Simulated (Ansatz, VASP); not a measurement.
One calculation of Mg, two programs

```
CELL_PARAMETERS angstrom
-1.77955 1.77955 1.77955
1.77955 -1.77955 1.77955
1.77955 1.77955 -1.77955
ATOMIC_POSITIONS crystal
Mg 0.00000 0.00000 0.00000
```

Alike in both runs: functional r2SCAN; k mesh 22 × 22 × 22; occupations gaussian, width 0.1 eV; no spin polarisation.

Ansatz relaxed the structure, and its values are those at the end. VASP's run is a single point on that final structure, the one shown.

```csv
,VASP,Ansatz
version,VASP 6.6.1,Ansatz 0.2.0
potentials or method,"VASP PAW PBE potentials, release 64 (Mg)","scalar-relativistic, plane waves, PAW"
plane-wave cutoff (eV),520,500
valence electrons in the cell,2,10
```

```csv
,VASP,Ansatz,Ansatz less VASP
gap on the k mesh at the Fermi level (eV),none,none,-
pressure (GPa),-0.3,0.0,+0.27
```

A gap of «none» marks a metal or a gap that the smearing closes. The two sets of potentials don't hold the same shells in valence.

Caveats: the PAW data sets were made with another functional, which shifts forces and pressure a little (VASP).
